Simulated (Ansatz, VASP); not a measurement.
# PbSe: VASP beside Ansatz

```
Pb Se
1.0
     4.31586    0.00000    0.00000
    -2.15793    3.73764    0.00000
     0.00000    0.00000    7.62984
Pb Se
2 2
Direct
  0.00000 0.00000 0.00000
  0.00000 0.00000 0.50000
  0.33333 0.66667 0.25000
  0.66667 0.33333 0.75000
```

Alike in both runs: task single point; functional r2SCAN; k mesh 6 × 6 × 4; occupations fermi-dirac, width 0.02 eV; no spin polarisation.

|  | VASP | Ansatz |
| --- | --- | --- |
| version | VASP 6.6.1 | Ansatz 0.2.0 |
| potentials or method | VASP PAW PBE potentials, release 64 (Pb_d, Se) | plane waves, PAW |
| plane-wave cutoff (eV) | 520 | 500 |
| valence electrons in the cell | 40 | 60 |

```tsv
	VASP	Ansatz	Ansatz less VASP
pressure (GPa)	-1.4	-1.4	0.00
largest component of the traceless stress (GPa)	0.20	0.20	0.000
```

The two sets of potentials don't hold the same shells in valence.

Caveats: the PAW data sets were made with another functional, which shifts forces and pressure a little (VASP).
